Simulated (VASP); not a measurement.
# SiNi (Pnma) in VASP: a series of runs, part 3 of 4

VASP 6.6.1. Earlier steps stand in the parts before.

### Step 4. Relaxation of cell and atoms, PBE

INCAR

```
SYSTEM = SiNi
PREC = Accurate
ENCUT = 600
EDIFF = 1E-6
ISMEAR = 1
SIGMA = 0.1
LREAL = .False.
LASPH = .True.
NELM = 80
ALGO = Normal
ISIF = 3
LWAVE = .False.
LCHARG = .False.
GGA = PE
IBRION = 2
NSW = 90
EDIFFG = -0.01
KPAR = 4
```

KPOINTS

```
Automatic mesh
0
Gamma
  8 12 8
  0 0 0
```

POSCAR

```
SiNi
1.0
    5.1731000000      0.0000000000      0.0000000000
    0.0000000000      3.3381000000      0.0000000000
    0.0000000000      0.0000000000      5.6049000000
Si Ni
4 4
Direct
    0.3212800000      0.7500000000      0.0825000000
    0.1787200000      0.2500000000      0.5825000000
    0.8212800000      0.7500000000      0.4175000000
    0.6787200000      0.2500000000      0.9175000000
    0.0077900000      0.2500000000      0.1875200000
    0.4922100000      0.7500000000      0.6875200000
    0.5077900000      0.2500000000      0.3124800000
    0.9922100000      0.7500000000      0.8124800000
```

Potentials or basis: VASP PAW PBE potentials, release 64 (Si, Ni).

Command:

```bash
$ cat potpaw_PBE.64/Si/POTCAR potpaw_PBE.64/Ni/POTCAR > POTCAR
$ mpirun -np 4 vasp_std > vasp.out
```

OUTCAR:

```text
SYSTEM = SiNi
   PREC = Accurate
   ENCUT = 600
   EDIFF = 1E-6
   ISMEAR = 1
   LREAL = .False.
   LASPH = .True.
   NELM = 80
   ISIF = 3
   GGA = PE
   IBRION = 2
   NSW = 90
   EDIFFG = -0.01

 ion  position               nearest neighbor table
   1  0.321  0.750  0.083-   8 2.28   7 2.32   7 2.32   6 2.38   5 2.40   5 2.40   4 2.66   4 2.66

   2  0.179  0.250  0.583-   7 2.28   8 2.32   8 2.32   5 2.38   6 2.40   6 2.40   3 2.66   3 2.66

   3  0.821  0.750  0.417-   6 2.28   5 2.32   5 2.32   8 2.38   7 2.40   7 2.40   2 2.66   2 2.66

   4  0.679  0.250  0.917-   5 2.28   6 2.32   6 2.32   7 2.38   8 2.40   8 2.40   1 2.66   1 2.66

   5  0.008  0.250  0.188-   4 2.28   3 2.32   3 2.32   2 2.38   1 2.40   1 2.40   7 2.68   7 2.68
                             8 2.69   8 2.69
   6  0.492  0.750  0.688-   3 2.28   4 2.32   4 2.32   1 2.38   2 2.40   2 2.40   8 2.68   8 2.68
                             7 2.69   7 2.69
   7  0.508  0.250  0.312-   2 2.28   1 2.32   1 2.32   4 2.38   3 2.40   3 2.40   5 2.68   5 2.68
                             6 2.69   6 2.69
   8  0.992  0.750  0.812-   1 2.28   2 2.32   2 2.32   3 2.38   4 2.40   4 2.40   6 2.68   6 2.68
                             5 2.69   5 2.69

  LATTYP: Found a simple orthorhombic cell.
 ALAT       =     3.3381000000
 B/A-ratio  =     1.5497139091
 C/A-ratio  =     1.6790689314

  Lattice vectors:

 A1 = (   0.0000000000,  -3.3381000000,   0.0000000000)
 A2 = (   5.1731000000,   0.0000000000,   0.0000000000)
 A3 = (   0.0000000000,   0.0000000000,   5.6049000000)

Analysis of symmetry for initial positions (statically):
=====================================================================
 Subroutine PRICEL returns:
 Original cell was already a primitive cell.

 Routine SETGRP: Setting up the symmetry group for a
 simple orthorhombic supercell.

 Subroutine GETGRP returns: Found  8 space group operations
 (whereof  2 operations were pure point group operations)
[... 169 lines left out ...]

--------------------------------------- Ionic step        1  -------------------------------------------

 number of electron      56.0000001 magnetization

 Free energy of the ion-electron system (eV)
  ---------------------------------------------------
  ext. energy  EPLUGINS =         0.00000000
  ---------------------------------------------------
  free energy    TOTEN  =       -47.58967036 eV

  energy without entropy =      -47.58818498  energy(sigma->0) =      -47.58917523

------------------------ aborting loop because EDIFF is reached ----------------------------------------

  FORCE on cell =-STRESS in cart. coord.  units (eV):
  Direction    XX          YY          ZZ          XY          YZ          ZX
  --------------------------------------------------------------------------------------
  -------------------------------------------------------------------------------------
  Total        0.7264056      1.2379554      1.1414602      0.0000000      0.0000000      0.0000000
  in kB       12.0246281     20.4926199     18.8952776      0.0000000      0.0000000      0.0000000
  external PRESSURE =      17.1375085 kB  Pullay stress =       0.0000000 kB
[... 107 lines left out ...]
  FREE ENERGIE OF THE ION-ELECTRON SYSTEM (eV)
  ---------------------------------------------------
  free  energy   TOTEN  =       -47.5956045729 eV

  energy  without entropy=      -47.5940197742  energy(sigma->0) =      -47.59507631

[... ionic steps 4 to 13 ...]

--------------------------------------- Ionic step       14  -------------------------------------------

 number of electron      56.0000013 magnetization

------------------------ aborting loop because EDIFF is reached ----------------------------------------
[... 79 lines left out ...]
--------------------------------------- Ionic step       16  -------------------------------------------

 number of electron      56.0000012 magnetization

 Free energy of the ion-electron system (eV)
  ---------------------------------------------------
  ext. energy  EPLUGINS =         0.00000000
  ---------------------------------------------------
  free energy    TOTEN  =       -47.59913022 eV

  energy without entropy =      -47.59883386  energy(sigma->0) =      -47.59903143

 E-fermi :  10.3055     XC(G=0): -12.1702

 val. band max:       10.2854341245   @ k =   0.0000   0.4167   0.2500
 cond. band min:      10.3188903896   @ k =   0.2500   0.4167   0.2500
 fundamental gap:      0.0334562652
 Fermi energy:        10.3054688157

 k-point     1 :       0.0000    0.0000    0.0000
  band No.  band energies     occupation
      1      -2.6124      2.00000
      2       0.7370      2.00000
      3       1.9832      2.00000
      4       2.5782      2.00000
      5       3.8669      2.00000
      6       4.3455      2.00000
[... 853 lines left out ...]
     32      11.9185     -0.00000
     33      12.8007      0.00000

 [... further k-points ...]
[... 5 lines left out ...]
  --------------------------------------------------------------------------------------
  -------------------------------------------------------------------------------------
  Total       -0.0198457      0.0530106      0.0457225      0.0000000      0.0000000      0.0000000
  in kB       -0.3254011      0.8691911      0.7496917      0.0000000      0.0000000      0.0000000
  external PRESSURE =       0.4311606 kB  Pullay stress =       0.0000000 kB
[... 23 lines left out ...]
  FREE ENERGIE OF THE ION-ELECTRON SYSTEM (eV)
  ---------------------------------------------------
  free  energy   TOTEN  =       -47.5991302169 eV

  energy  without entropy=      -47.5988338575  energy(sigma->0) =      -47.59903143

 reached required accuracy - stopping structural energy minimisation
```

OSZICAR:

```text
N       E                     dE             d eps       ncg     rms          rms(c)
DAV:   1     0.389998582322E+03    0.39000E+03   -0.27307E+04 11550   0.222E+03
DAV:   2    -0.197311918982E+02   -0.40973E+03   -0.40171E+03 11550   0.429E+02
[... 133 lines left out ...]
       N       E                     dE             d eps       ncg     rms          rms(c)
DAV:   1    -0.475992712647E+02   -0.15172E-03   -0.39201E-03 13769   0.581E-01    0.107E-01
DAV:   2    -0.475993624975E+02   -0.91233E-04   -0.27929E-03 14421   0.744E-01    0.123E-01
DAV:   3    -0.475991381870E+02    0.22431E-03   -0.11893E-03 14031   0.498E-01    0.279E-02
DAV:   4    -0.475991314021E+02    0.67849E-05   -0.63422E-05 14716   0.594E-02    0.110E-02
DAV:   5    -0.475991302051E+02    0.11970E-05   -0.81969E-06 12879   0.375E-02    0.393E-03
DAV:   6    -0.475991302169E+02   -0.11717E-07   -0.10066E-06  6105   0.754E-03
  16 F= -.47599130E+02 E0= -.47599031E+02  d E =-.128150E-03
```

It took 22 min on 4 MPI ranks of Intel Xeon Platinum 8259CL at 2.50GHz (Skylake/Cascade Lake), shared host; peak memory 0.63 GiB.

Results:

```yaml
Free_energy: -47.5991 eV
Relaxed_volume: 12.21 Å³/atom
Relaxed_cell: a = 5.149 Å, b = 3.381 Å, c = 5.612 Å, α = 90.00°, β = 90.00°, γ = 90.00°
Space_group_after_relaxing_to_0.05_Å: Pnma (No. 62)
Energy_gained_by_relaxing: 1.2 meV/atom
Ionic_steps: 16
Pressure_after_relaxing: 0.0 GPa
Largest_force_after_relaxing: 0.008 eV/Å
Band_gap_on_the_k_mesh: none (metal or under the smearing width)
```

Forces in eV/Å, atoms in the order of the input:
```
Si   0.007  0.000 -0.004
Si  -0.007  0.000 -0.004
Si   0.007  0.000  0.004
Si  -0.007  0.000  0.004
Ni   0.002  0.000 -0.002
Ni  -0.002  0.000 -0.002
Ni   0.002  0.000  0.002
Ni  -0.002  0.000  0.002
```

The path:
```tsv
step	energy change (eV)	largest force (eV/Å)	pressure (GPa)	volume (Å³)
1	0.0000	0.0498	1.71	96.79
2	-0.0024	0.0567	-1.49	98.61
3	-0.0059	0.0475	-0.02	97.81
4	-0.0059	0.0477	-0.15	97.86
5	-0.0059	0.0483	-0.24	97.84
6	-0.0072	0.0289	-0.14	97.86
7	-0.0085	0.0229	-0.20	97.89
8	-0.0085	0.0238	-0.14	97.90
9	-0.0089	0.0242	0.19	97.70
10	-0.0089	0.0247	0.09	97.69
11	-0.0089	0.0260	0.19	97.67
12	-0.0092	0.0235	0.16	97.73
13	-0.0093	0.0251	-0.17	97.84
14	-0.0093	0.0236	-0.09	97.80
15	-0.0094	0.0121	-0.02	97.75
16	-0.0095	0.0083	0.04	97.71
```

Final structure:
```
Si Ni
1.0
     5.14940    0.00000    0.00000
     0.00000    3.38112    0.00000
     0.00000    0.00000    5.61229
Si Ni
4 4
Cartesian
  1.6524 2.5358 0.4758
  0.9223 0.8453 3.2819
  4.2271 2.5358 2.3304
  3.4970 0.8453 5.1365
  0.0437 0.8453 1.0585
  2.5310 2.5358 3.8646
  2.6184 0.8453 1.7477
  5.1057 2.5358 4.5538
```

Levels at points of the mesh, in eV from the Fermi level:
```csv
k point,band 26,band 27,band 28,band 29,band 30,band 31
"(0.00, 0.00, 0.00)",-1.16,-1.14,-0.93,0.63,1.24,3.30
"(0.50, 0.00, 0.00)",-1.83,1.04,1.04,1.06,1.06,3.61
"(0.00, 0.50, 0.00)",-1.88,-1.39,-1.39,-0.60,-0.60,1.98
"(0.50, 0.50, 0.00)",-1.67,-1.67,-1.67,0.44,0.44,0.44
"(0.00, 0.00, 0.50)",-1.41,-0.24,-0.24,0.89,0.89,3.20
"(0.50, 0.00, 0.50)",-1.00,0.77,0.77,2.27,2.27,2.71
"(0.00, 0.50, 0.50)",-1.96,-1.68,-1.68,0.16,0.16,1.26
"(0.50, 0.50, 0.50)",-1.87,-1.87,-1.87,2.51,2.51,2.51
```

Spin polarisation is off, so any magnetic state and its effect on volume and gap are missing. Zero-point motion and thermal expansion aren't in these numbers.

(Continued in part 4 of 4.)
